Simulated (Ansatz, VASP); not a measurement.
One calculation of Ba, two programs

```xyz
1
Lattice="3.6043 0.0000 0.0000 0.0000 3.6043 0.0000 0.0000 0.0000 3.6043" Properties=species:S:1:pos:R:3 pbc="T T T"
Ba    0.0000    0.0000    0.0000
```

Change from the starting cell: strain -0.080 along x and y, -0.080 along z, atoms carried along.

Alike in both runs: task single point; functional r2SCAN; k mesh 12 × 12 × 12; occupations gaussian, width 0.15 eV; no spin polarisation.

```csv
,VASP,Ansatz
version,VASP 6.6.1,Ansatz 0.2.0
potentials or method,"VASP PAW PBE potentials, release 64 (Ba_sv)","scalar-relativistic, plane waves, PAW"
plane-wave cutoff (eV),520,500
valence electrons in the cell,10,10
```

Ansatz gave:

* gap on the k mesh at the Fermi level (eV): none
* pressure (GPa): 2.9

Q: Which values does VASP return?

A: gap on the k mesh at the Fermi level (eV): none; pressure (GPa): 3.5.

A gap of «none» marks a metal or a gap that the smearing closes.

Caveats: the PAW data sets were made with another functional, which shifts forces and pressure a little (VASP). The runs have no spin-orbit coupling, so splittings on Ba are missing.
